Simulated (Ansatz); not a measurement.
Hf (sc type), DFT, PBE, all-electron LAPW, scalar-relativistic (Ansatz 0.2.0), on 1 thread of Intel(R) Xeon(R) 6975P-C (Granite Rapids) (shared host).

Command: `ansatz run input.yaml --threads 1 --pin off --max-ram 3584MiB --backend cpu --events-out ev --progress --plain --runs-dir out`

```yaml
crystal:
  lattice:
    - [2.5171288213, 0.0, 0.0]
    - [0.0, 2.5171288213, 0.0]
    - [0.0, 0.0, 2.5171288213]
  atoms:
    - { symbol: Hf, position: [0.0, 0.0, 0.0] }
kpoints:
  mp_grid: { grid: [15, 15, 15] }
scf:
  occupations: { method: fermi_dirac, width: 0.05 }
hamiltonian:
  xc: pbe
  pseudopotentials: { kind: all_electron, lapw: { basis_error: 0.0005 } }
output:
  forces: true
  stress: true
  eigenvalues: true
relax:
  f_tol: 0.005
  max_steps: 12
  cell: { p_target: 74.0, stress_tol: 0.037 }
```

(1) How large is the problem that the program sets up?

(2) About how long does it take?

Answers

(1) 120 irreducible k-points, 341 plane waves at Γ, 27 bands.

(2) 28 s of wall time for 13 SCF iterations over 3 geometries. Times on shared machines scatter by tens of per cent.
